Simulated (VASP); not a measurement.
# LaB6 (Pm-3m) in VASP: single point with PBEsol

Aim: the single point of LaB6 with PBEsol.

Everything below comes from runs of VASP 6.6.1. Logs are shortened: lines on timing, memory, paths and dates and some standing lists are left out, and cuts for length are marked.

## (1) Starting point

Symmetry: Pm-3m, No. 221, cubic system. Conventional cell: a = 4.130 Å, b = 4.130 Å, c = 4.130 Å, α = 90.00°, β = 90.00°, γ = 90.00°. La (site symmetry m-3m) has 24 B at 3.03 Å as nearest neighbours. Around B (site symmetry 4mm) lie 5 B at 1.65 to 1.75 Å.

The cell is a database's computed one.

## (2) Single point, PBEsol, non-collinear spin, zero start, spin-orbit coupling

Input file INCAR:

```
SYSTEM = LaB6
  ALGO = Normal
  EDIFF = 1E-7
  ENCUT = 520
  GGA = PS
  GGA_COMPAT = .False.
  ISIF = 2
  ISMEAR = 0
  LASPH = .True.
  LCHARG = .False.
  LMAXMIX = 6
  LNONCOLLINEAR = .True.
  LORBIT = 11
  LREAL = .False.
  LSORBIT = .True.
  LWAVE = .False.
  MAGMOM = 0 0 0 0 0 0 0 0 0 0 0 0 0 0 0 0 0 0 0 0 0
  NBANDS = 46
  NELM = 100
  PREC = Accurate
  SIGMA = 0.1
```

Input file KPOINTS:

```
k-points
0
Gamma
  8 8 8
  0 0 0
```

Input file POSCAR:

```
LaB6
1.0
    4.1303900000      0.0000000000      0.0000000000
    0.0000000000      4.1303900000      0.0000000000
    0.0000000000      0.0000000000      4.1303900000
La B
1 6
Direct
    0.0000000000      0.0000000000      0.0000000000
    0.8004400000      0.5000000000      0.5000000000
    0.1995600000      0.5000000000      0.5000000000
    0.5000000000      0.5000000000      0.8004400000
    0.5000000000      0.5000000000      0.1995600000
    0.5000000000      0.1995600000      0.5000000000
    0.5000000000      0.8004400000      0.5000000000
```

Potentials or basis: VASP PAW PBE potentials, release 64 (La, B).

Started as:

```
> cat potpaw_PBE.64/La/POTCAR potpaw_PBE.64/B/POTCAR > POTCAR
> mpirun -np 1 vasp_ncl > vasp.out
```

OUTCAR:

```text
SYSTEM = LaB6
   EDIFF = 1E-7
   ENCUT = 520
   GGA = PS
   ISIF = 2
   ISMEAR = 0
   LASPH = .True.
   LNONCOLLINEAR = .True.
   LORBIT = 11
   LREAL = .False.
   LSORBIT = .True.
   NELM = 100
   PREC = Accurate

 ion  position               nearest neighbor table
   1  0.000  0.000  0.000-
   2  0.800  0.500  0.500-   3 1.65   4 1.75   5 1.75   6 1.75   7 1.75
   3  0.200  0.500  0.500-   2 1.65   4 1.75   5 1.75   6 1.75   7 1.75
   4  0.500  0.500  0.800-   5 1.65   3 1.75   2 1.75   6 1.75   7 1.75
   5  0.500  0.500  0.200-   4 1.65   3 1.75   2 1.75   6 1.75   7 1.75
   6  0.500  0.200  0.500-   7 1.65   3 1.75   4 1.75   5 1.75   2 1.75
   7  0.500  0.800  0.500-   6 1.65   3 1.75   4 1.75   5 1.75   2 1.75

  LATTYP: Found a simple cubic cell.
 ALAT       =     4.1303900000

  Lattice vectors:

 A1 = (   4.1303900000,   0.0000000000,   0.0000000000)
 A2 = (   0.0000000000,   4.1303900000,   0.0000000000)
 A3 = (   0.0000000000,   0.0000000000,   4.1303900000)

Analysis of symmetry for initial positions (statically):
=====================================================================
 Subroutine PRICEL returns:
 Original cell was already a primitive cell.

 Routine SETGRP: Setting up the symmetry group for a
 simple cubic supercell.

 Subroutine GETGRP returns: Found 48 space group operations
 (whereof 48 operations were pure point group operations)
 out of a pool of 48 trial point group operations.

The static configuration has the point symmetry O_h .

Analysis of symmetry for dynamics (positions and initial velocities):
=====================================================================
 Subroutine PRICEL returns:
 Original cell was already a primitive cell.

 Routine SETGRP: Setting up the symmetry group for a
 simple cubic supercell.

 Subroutine GETGRP returns: Found 48 space group operations
 (whereof 48 operations were pure point group operations)
 out of a pool of 48 trial point group operations.

The dynamic configuration has the point symmetry O_h .

Analysis of structural, dynamic, and magnetic symmetry:
=====================================================================
 Subroutine PRICEL returns:
 Original cell was already a primitive cell.

 Routine SETGRP: Setting up the symmetry group for a
 simple cubic supercell.

 Subroutine GETGRP returns: Found 48 space group operations
 (whereof 48 operations were pure point group operations)
 out of a pool of 48 trial point group operations.

The overall configuration has the point symmetry O_h .

 Subroutine INISYM returns: Found 48 space group operations
 (whereof 48 operations are pure point group operations),
 and found     1 'primitive' translations

----------------------------------------------------------------------------------------

                                     Primitive cell

  volume of cell :      70.4650

  direct lattice vectors                    reciprocal lattice vectors
     4.130390000  0.000000000  0.000000000     0.242107888  0.000000000  0.000000000
     0.000000000  4.130390000  0.000000000     0.000000000  0.242107888  0.000000000
     0.000000000  0.000000000  4.130390000     0.000000000  0.000000000  0.242107888

  length of vectors
     4.130390000  4.130390000  4.130390000     0.242107888  0.242107888  0.242107888

  position of ions in fractional coordinates (direct lattice)
     0.000000000  0.000000000  0.000000000
[... 124 lines left out ...]
   NGX = 15   NGY = 15   NGZ = 15

 number of electron      29.0000000 magnetization       0.0000000      0.0000000      0.0000000

 number of electron      29.0000002 magnetization      -0.0000000     -0.0000000      0.0000000

 number of electron      29.0000002 magnetization      -0.0000000      0.0000000      0.0000000

 number of electron      29.0000002 magnetization      -0.0000000     -0.0000000     -0.0000000

 Free energy of the ion-electron system (eV)
  ---------------------------------------------------
  ext. energy  EPLUGINS =         0.00000000
  ---------------------------------------------------
  free energy    TOTEN  =       -51.82588692 eV

  energy without entropy =      -51.82252254  energy(sigma->0) =      -51.82420473

 E-fermi :   8.5568     XC(G=0): -11.4497

 val. band max:        8.4227817262   @ k =   0.3750   0.2500   0.1250
 cond. band min:       8.5643391633   @ k =   0.2500   0.2500   0.0000
 fundamental gap:      0.1415574372
 Fermi energy:         8.5568481590

 k-point     1 :       0.0000    0.0000    0.0000
  band No.  band energies     occupation
      1     -24.3047      1.00000
      2     -24.3047      1.00000
      3      -9.6219      1.00000
      4      -9.6219      1.00000
      5      -7.3541      1.00000
      6      -7.3541      1.00000
[... 1045 lines left out ...]
     40      10.8140      0.00000
     41      10.8897      0.00000

 [... further k-points ...]

 [bands above 41 left out]

------------------------ aborting loop because EDIFF is reached ----------------------------------------

  FORCE on cell =-STRESS in cart. coord.  units (eV):
  Direction    XX          YY          ZZ          XY          YZ          ZX
  --------------------------------------------------------------------------------------
  -------------------------------------------------------------------------------------
  Total        0.0075356      0.0075356      0.0075356      0.0000000      0.0000000     -0.0000000
  in kB        0.1713389      0.1713389      0.1713389      0.0000000      0.0000000     -0.0000000
  external PRESSURE =       0.1713389 kB  Pullay stress =       0.0000000 kB

 VOLUME and BASIS-vectors are now :
 -----------------------------------------------------------------------------
  energy-cutoff  :      520.00
  volume of cell :       70.46
      direct lattice vectors                 reciprocal lattice vectors
     4.130390000  0.000000000  0.000000000     0.242107888  0.000000000  0.000000000
     0.000000000  4.130390000  0.000000000     0.000000000  0.242107888  0.000000000
     0.000000000  0.000000000  4.130390000     0.000000000  0.000000000  0.242107888

 POSITION                                       TOTAL-FORCE (eV/Angst)
 -----------------------------------------------------------------------------------
      0.00000      0.00000      0.00000        -0.000000      0.000000     -0.000000
      3.30613      2.06520      2.06520        -0.003070      0.000000     -0.000000
      0.82426      2.06520      2.06520         0.003070      0.000000     -0.000000
      2.06520      2.06520      3.30613        -0.000000      0.000000     -0.003070
      2.06520      2.06520      0.82426        -0.000000      0.000000      0.003070
      2.06520      0.82426      2.06520        -0.000000      0.003070     -0.000000
      2.06520      3.30613      2.06520        -0.000000     -0.003070      0.000000
 -----------------------------------------------------------------------------------
    total drift:                                0.000000      0.000000      0.000000

  FREE ENERGIE OF THE ION-ELECTRON SYSTEM (eV)
  ---------------------------------------------------
  free  energy   TOTEN  =       -51.8258869208 eV

  energy  without entropy=      -51.8225225404  energy(sigma->0) =      -51.82420473

 Spin-Orbit-Coupling matrix elements

 Ion:    1  E_soc:     -0.5795305
 l=   1
     0.0000000    -0.0955518    -0.0955518
    -0.0955518     0.0000000    -0.0955518
    -0.0955518    -0.0955518     0.0000000
 l=   2
     0.0000000    -0.0001139     0.0000000    -0.0001139    -0.0006875
    -0.0001139     0.0000000    -0.0005156    -0.0001139    -0.0001719
     0.0000000    -0.0005156     0.0000000    -0.0005156     0.0000000
    -0.0001139    -0.0001139    -0.0005156     0.0000000    -0.0001719
    -0.0006875    -0.0001719     0.0000000    -0.0001719     0.0000000
 l=   3
     0.0000000    -0.0000266     0.0000000     0.0000000     0.0000000    -0.0000249    -0.0001460
    -0.0000266     0.0000000    -0.0000443     0.0000000    -0.0000443    -0.0000708    -0.0000266
     0.0000000    -0.0000443     0.0000000    -0.0000955    -0.0000182    -0.0000439     0.0000000
     0.0000000     0.0000000    -0.0000955     0.0000000    -0.0000955     0.0000000     0.0000000
[... 109 lines left out ...]
 l=   2
     0.0000000     0.0000000     0.0000000     0.0000000     0.0000000
     0.0000000     0.0000000     0.0000000     0.0000000     0.0000000
     0.0000000     0.0000000     0.0000000     0.0000000     0.0000000
     0.0000000     0.0000000     0.0000000     0.0000000     0.0000000
     0.0000000     0.0000000     0.0000000     0.0000000     0.0000000
 l=   3
     0.0000000     0.0000000     0.0000000     0.0000000     0.0000000     0.0000000     0.0000000
     0.0000000     0.0000000     0.0000000     0.0000000     0.0000000     0.0000000     0.0000000
     0.0000000     0.0000000     0.0000000     0.0000000     0.0000000     0.0000000     0.0000000
     0.0000000     0.0000000     0.0000000     0.0000000     0.0000000     0.0000000     0.0000000
     0.0000000     0.0000000     0.0000000     0.0000000     0.0000000     0.0000000     0.0000000
     0.0000000     0.0000000     0.0000000     0.0000000     0.0000000     0.0000000     0.0000000
     0.0000000     0.0000000     0.0000000     0.0000000     0.0000000     0.0000000     0.0000000

 total charge

# of ion       s       p       d       f       tot
--------------------------------------------------
    1        2.007   5.643   0.655   0.224   8.528
    2        0.697   1.375   0.000   0.000   2.071
    3        0.697   1.375   0.000   0.000   2.071
    4        0.697   1.375   0.000   0.000   2.071
    5        0.697   1.375   0.000   0.000   2.071
    6        0.697   1.375   0.000   0.000   2.071
    7        0.697   1.375   0.000   0.000   2.071
--------------------------------------------------
tot          6.186  13.891   0.655   0.224  20.955

 magnetization (x)

# of ion       s       p       d       f       tot
--------------------------------------------------
    1        0.000  -0.000   0.000   0.000   0.000
    2        0.000  -0.000   0.000   0.000  -0.000
    3        0.000   0.000   0.000   0.000   0.000
    4        0.000   0.000   0.000   0.000   0.000
    5        0.000   0.000   0.000   0.000   0.000
    6        0.000   0.000   0.000   0.000   0.000
    7        0.000   0.000   0.000   0.000   0.000
--------------------------------------------------
tot          0.000   0.000   0.000   0.000   0.000

 magnetization (y)

# of ion       s       p       d       f       tot
--------------------------------------------------
    1       -0.000   0.000  -0.000   0.000  -0.000
    2        0.000   0.000   0.000   0.000   0.000
    3        0.000   0.000   0.000   0.000   0.000
    4       -0.000   0.000   0.000   0.000  -0.000
    5       -0.000   0.000   0.000   0.000  -0.000
    6        0.000   0.000   0.000   0.000   0.000
    7        0.000  -0.000   0.000   0.000  -0.000
--------------------------------------------------
tot          0.000   0.000  -0.000   0.000   0.000

 magnetization (z)

# of ion       s       p       d       f       tot
--------------------------------------------------
    1        0.000  -0.000  -0.000   0.000  -0.000
    2        0.000   0.000   0.000   0.000   0.000
    3        0.000   0.000   0.000   0.000   0.000
    4        0.000  -0.000   0.000   0.000  -0.000
    5        0.000  -0.000   0.000   0.000  -0.000
    6       -0.000   0.000   0.000   0.000  -0.000
    7        0.000   0.000   0.000   0.000   0.000
--------------------------------------------------
tot          0.000  -0.000  -0.000   0.000  -0.000
```

It took 4.7 min on 1 thread of Intel Xeon Platinum 8488C (Sapphire Rapids), shared host; peak memory 0.41 GiB.

Results:

- Free energy: -51.8259 eV
- Pressure: 0.0 GPa
- Largest force: 0.003 eV/Å
- Net moment: 0.00 μB per cell
- Valence electrons inside the program's atomic spheres: La 8.53; B 2.07

Forces on the atoms (eV/Å):
```
La   0.000  0.000  0.000
B   -0.003  0.000  0.000
B    0.003  0.000  0.000
B    0.000  0.000 -0.003
B    0.000  0.000  0.003
B    0.000  0.003  0.000
B    0.000 -0.003  0.000
```

Moments on the atoms (μB; x, y, z):
```
La  0.00 0.00 0.00
B   0.00 0.00 0.00
B   0.00 0.00 0.00
B   0.00 0.00 0.00
B   0.00 0.00 0.00
B   0.00 0.00 0.00
B   0.00 0.00 0.00
```

Caveat: the PAW data sets were made with another functional, which shifts forces and pressure a little.
